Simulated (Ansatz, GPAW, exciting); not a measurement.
## CdSe: programs and potentials compared

```
Cd Se
1.0
     0.00000    3.07027    3.07027
     3.07027    0.00000    3.07027
     3.07027    3.07027    0.00000
Cd Se
1 1
Direct
  0.00000 0.00000 0.00000
  0.25000 0.25000 0.25000
```

The cell is a database's computed one, not the measured one.

Alike in all runs: task single point; functional PBE; k mesh 8 × 8 × 8; occupations gaussian, width 0.011 eV; no spin polarisation; no spin-orbit coupling. Pressure is positive in compression and, in plane waves, holds the error of the finite cutoff.

| program and potentials | plane-wave cutoff (eV) | notes | band gap (eV) | pressure (GPa) |
| --- | --- | --- | --- | --- |
| GPAW, GPAW PAW data sets (gpaw-data 1.2.1) | 600 | - | ? | ? |
| exciting, all-electron LAPW+lo, shipped species files, valence relativity iora* | - | - | 0.55 | - |
| Ansatz, all-electron LAPW, scalar-relativistic | - | - | 0.55 | 1.30 |

Estimate from the other rows what the run with GPAW, GPAW PAW data sets (gpaw-data 1.2.1) gave.

Band gap 0.54 eV; pressure 1.07 GPa. The other rows, which needn't bracket it: band gap 0.55; pressure 1.30.
